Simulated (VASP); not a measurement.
**VASP 6.6.1 run: NaI**

INCAR

```
ENCUT = 520
LREAL = .FALSE.
SIGMA = 0.02
IBRION = -1
NSW = 0
PREC = Accurate
ISMEAR = -1
AMIX = 0.8
LWAVE = .FALSE.
LASPH = .TRUE.
NELM = 87
ISIF = 2
LCHARG = .FALSE.
GGA = PE
NBANDS = 14
EDIFF = 1E-7
```

KPOINTS

```
KPOINTS created by Atomic Simulation Environment
0
Gamma
4 4 4
0 0 0
```

POSCAR

```
Na I
 1.0000000000000000
     4.0267987335999997    0.0000000000000000    0.0000000000000000
     0.0000000000000000    4.0405365579000003    0.0000000000000000
     0.0000000000000000    0.0000000000000000    4.0405365579000003
 Na  I
   1   1
Cartesian
  0.0000000000000000  0.0000000000000000  0.0000000000000000
  2.0133993667999999  2.0202682789500006  2.0202682789500006
```

The recommended PBE PAW datasets give the neutral cell 14 valence electrons.

Command

```
mpirun -np 1 vasp_std
```

OSZICAR

```
N       E                     dE             d eps       ncg     rms          rms(c)
DAV:   1     0.828643045679E+02    0.82864E+02   -0.67462E+03   504   0.907E+02
DAV:   2     0.151664019792E+01   -0.81348E+02   -0.75049E+02   540   0.226E+02
DAV:   3    -0.502158589390E+01   -0.65382E+01   -0.64930E+01   654   0.608E+01
DAV:   4    -0.517775247313E+01   -0.15617E+00   -0.15613E+00   638   0.959E+00
DAV:   5    -0.518241694605E+01   -0.46645E-02   -0.46644E-02   650   0.168E+00    0.192E+00
DAV:   6    -0.504586504735E+01    0.13655E+00   -0.34910E-01   636   0.332E+00    0.121E+00
DAV:   7    -0.504832983154E+01   -0.24648E-02   -0.15408E-02   582   0.783E-01    0.795E-01
DAV:   8    -0.504878630457E+01   -0.45647E-03   -0.23521E-03   594   0.359E-01    0.730E-02
DAV:   9    -0.504875862820E+01    0.27676E-04   -0.16680E-04   618   0.910E-02    0.750E-02
DAV:  10    -0.504875766639E+01    0.96181E-06   -0.89426E-06   636   0.200E-02    0.201E-02
DAV:  11    -0.504875780826E+01   -0.14186E-06   -0.68507E-07   600   0.463E-03    0.991E-03
DAV:  12    -0.504875800589E+01   -0.19764E-06   -0.63572E-08   612   0.185E-03    0.388E-03
DAV:  13    -0.504875809372E+01   -0.87824E-07   -0.22110E-08   360   0.744E-04
   1 F= -.50487581E+01 E0= -.50487581E+01  d E =-.670289E-11
```

From OUTCAR

```
k-points           NKPTS =     18   k-points in BZ     NKDIM =     18   number of bands    NBANDS=     14

   NELECT =      14.0000    total number of electrons

   dimension x,y,z NGX =    30 NGY =   30 NGZ =   30
   dimension x,y,z NGXF=    60 NGYF=   60 NGZF=   60

  energy-cutoff  :      520.00
  volume of cell :       65.74
      direct lattice vectors                 reciprocal lattice vectors
     4.026798734  0.000000000  0.000000000     0.248336226  0.000000000  0.000000000
     0.000000000  4.040536558  0.000000000     0.000000000  0.247491883  0.000000000
     0.000000000  0.000000000  4.040536558     0.000000000  0.000000000  0.247491883

 k-points in reciprocal lattice and weights: KPOINTS created by Atomic Simulation Env
   0.00000000  0.00000000  0.00000000       0.016
   0.25000000  0.00000000  0.00000000       0.031
   0.50000000  0.00000000  0.00000000       0.016
   0.00000000  0.25000000  0.00000000       0.062
   0.25000000  0.25000000  0.00000000       0.125
   0.50000000  0.25000000  0.00000000       0.062
   0.00000000  0.50000000  0.00000000       0.031
   0.25000000  0.50000000  0.00000000       0.062
   ...

 E-fermi :   2.4475

 k-point     1 :       0.0000    0.0000    0.0000
  band No.  band energies     occupation
      1     -21.7389      2.00000
      2     -21.7384      2.00000
      3     -21.7384      2.00000
      4      -9.8384      2.00000
      5       1.3260      2.00000
      6       1.3260      2.00000
      7       1.3580      2.00000
      8       4.2836      0.00000
      9       7.5569      0.00000
     10       7.5801      0.00000
     11      13.1948      0.00000
     12      13.1948      0.00000
     13      13.2301      0.00000
     14      13.8395      0.00000

 k-point     2 :       0.2500    0.0000    0.0000
  band No.  band energies     occupation
      1     -21.7432      2.00000
      2     -21.7380      2.00000
      3     -21.7380      2.00000
      4      -9.6776      2.00000
      5      -0.2510      2.00000
      6       1.4853      2.00000
      7       1.4853      2.00000
      8       5.4671      0.00000
      9       8.0602      0.00000
     10       8.9483      0.00000
     11      10.9847      0.00000
     12      10.9847      0.00000
     13      12.2143      0.00000
     14      12.8175      0.00000

 k-point     3 :       0.5000    0.0000    0.0000
  band No.  band energies     occupation
      1     -21.7474      2.00000
      2     -21.7376      2.00000
      3     -21.7376      2.00000
      4      -9.5006      2.00000
      5      -1.2957      2.00000
      6       1.6602      2.00000
      7       1.6602      2.00000
      8       6.6174      0.00000
      9       8.2928      0.00000
     10       9.0365      0.00000
     11       9.8772      0.00000
     12       9.8772      0.00000
     13      10.7488      0.00000
     14      14.9339      0.00000

 k-point     4 :       0.0000    0.2500    0.0000
  band No.  band energies     occupation
      1     -21.7425      2.00000
      2     -21.7385      2.00000
      3     -21.7380      2.00000
      4      -9.6811      2.00000
      5      -0.2628      2.00000
      6       1.4821      2.00000
      7       1.5134      2.00000
      8       5.4793      0.00000
      9       8.0732      0.00000
     10       8.9107      0.00000
     11      10.9667      0.00000
     12      11.0202      0.00000
     13      12.1824      0.00000
     14      12.8047      0.00000

 ...

  Total        0.2733833      0.2019775      0.2019775      0.0000000      0.0000000     -0.0000000
  in kB        6.6626128      4.9223859      4.9223859      0.0000000      0.0000000     -0.0000000
  external PRESSURE =       5.5024615 kB  Pullay stress =       0.0000000 kB

 POSITION                                       TOTAL-FORCE (eV/Angst)
 -----------------------------------------------------------------------------------
      0.00000      0.00000      0.00000         0.000000      0.000000      0.000000
      2.01340      2.02027      2.02027         0.000000      0.000000      0.000000
 -----------------------------------------------------------------------------------
    total drift:                                0.000000     -0.000000     -0.000000

  FREE ENERGIE OF THE ION-ELECTRON SYSTEM (eV)
  ---------------------------------------------------
  free  energy   TOTEN  =        -5.0487580937 eV

  energy  without entropy=       -5.0487580937  energy(sigma->0) =       -5.04875809
```

It converged. Results: gap between bands v and c on the k mesh 2.28 eV; least direct gap on the k mesh 2.74 eV; pressure 0.6 GPa. Band v is the last that the valence electrons fill when counted band by band, and c is the next.

These settings aren't sound, so the numbers aren't properties of the crystal.

On sound settings PBE gives a gap of 2.29 eV on its mesh and a pressure of 0.4 GPa for the intended cell.

The run took about 14 s on one core of a shared host (Intel Xeon Platinum 8488C) and held 0.17 GiB at most.
